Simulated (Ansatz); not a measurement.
The system is MnSb.

```xyz
2
Lattice="0.0000 2.7950 2.7950 2.7950 0.0000 2.7950 2.7950 2.7950 0.0000" Properties=species:S:1:pos:R:3 pbc="T T T"
Sb    2.7950    2.7950    2.7950
Mn    0.0000    0.0000    0.0000
```

The cell comes from a database or a generator and needn't be the stable form of this composition.

- Program: Ansatz 0.2.0
- Task: relaxation of cell and atoms
- Functional: r2SCAN
- Potentials or basis: Ansatz PAW
- Cutoff: 500 eV (not typed: the program's choice for these potentials)
- k mesh: 8 × 8 × 8
- Occupations: fermi-dirac, width 0.05 eV
- Spin: collinear spin, ferromagnetic start
- Starting moments: [0.0, 4.0] μB

At the start: volume 21.83 Å³/atom.

Question: How do energy, volume and symmetry change on relaxing?

Answer: It ends after 4 steps and the volume is 22.39 Å³/atom (+2.5 %); space group Fm-3m (No. 225, to 0.05 Å); moment 4.02 μB per cell.

The path:
| step | energy change (eV) | largest force (eV/Å) | volume (Å³) |
| --- | --- | --- | --- |
| 1 | 0.0000 | 0.0000 | 43.67 |
| 2 | -0.0028 | 0.0000 | 45.43 |
| 3 | -0.0049 | 0.0000 | 44.78 |
| 4 | -0.0053 | 0.0000 | 44.78 |

Final structure:
```xyz
2
Lattice="0.0000 2.8184 2.8184 2.8184 0.0000 2.8184 2.8184 2.8184 0.0000" Properties=species:S:1:pos:R:3 pbc="T T T"
Sb    2.8184    2.8184    2.8184
Mn    0.0000    0.0000    0.0000
```

Caveat: the magnetic or orbital state may not be the lowest; the plane-wave basis is chosen anew once the cell has moved, so the energies of steps on either side of that aren't comparable; a cell with one magnetic atom can't hold antiferromagnetic order, which such compounds often take; the PAW data sets come from PBE, with cores solved anew for the run's functional, which leaves a small shift of forces and pressure.
